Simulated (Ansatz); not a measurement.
# Structure relaxation of Sn₃Se₂

Level of theory: DFT PBE, scalar-relativistic, plane waves, PAW (Ansatz 0.2.0). Cutoff 420 eV, Γ-centred k mesh, Gaussian smearing, no spin polarisation in the final step.

Sn₃Se₂ was placed on the anti-corundum structure type (R-3c, No. 167), with Se in place of Al, Sn in place of O, at a guessed volume.

```xyz
10
Lattice="3.4702 2.0035 6.3164 -3.4702 2.0035 6.3164 0.0000 -4.0071 6.3164" Properties=species:S:1:pos:R:3 pbc="T T T"
Sn   -1.3447   -2.0035    7.8954
Sn    2.4075   -0.1628    7.8954
Sn   -1.0628    2.1663    7.8954
Sn    1.3447    2.0035   11.0536
Sn   -2.4075    0.1628   11.0536
Sn    1.0628   -2.1663   11.0536
Se    0.0000    0.0000   16.1480
Se    0.0000    0.0000   12.2756
Se    0.0000    0.0000    2.8011
Se    0.0000    0.0000    6.6735
```

Cell and atoms relax at zero pressure; the relaxation can't lower the symmetry of the start. After a coarse first stage the cell is made exact in the group found at 0.06 Å.

Energies over the elements count from the elements' standard structures at the same level, with no empirical corrections.

Task: What does it relax into?

Result: It keeps R-3c (No. 167), but not the shape of the type it started on. Conventional cell: a = 6.165 Å, c = 26.034 Å. Sn has 2 Se at 2.90 Å, 2 Se at 3.18 Å and 4 Sn at 3.40 Å; Se has 3 Sn at 2.90 Å, 3 Sn at 3.18 Å and 4 Se at 3.62–3.66 Å.

Space group R-3c:H (No. 167). a = 6.165 Å, b = 6.165 Å, c = 26.034 Å, α = 90.00°, β = 90.00°, γ = 120.00°
```json
{"atom": "Sn", "site": "18e", "symmetry": ".2", "x": "0.3655", "y": "0.0000", "z": "0.2500"}
{"atom": "Se", "site": "12c", "symmetry": "3.", "x": "0.0000", "y": "0.0000", "z": "0.3204"}
```

Task: What are its volume, energy, density and gap?

Result: The volume per atom is 28.57 Å³ and the density is 5.98 g/cm³. The energy over the elements is -0.12 eV/atom and the gap on the 6×6×6 mesh is 0 eV (a metal).

The final run used a 6×6×6 mesh on its 10-atom cell and 0.10 eV smearing. The k mesh leaves about 4 meV/atom of noise in metals. A structure relaxed within its symmetry needn't be a true minimum.

Cost: 3 runs of about 6.6 core-minutes in all, on Intel Xeon Platinum 8488C (Sapphire Rapids) (shared hosts).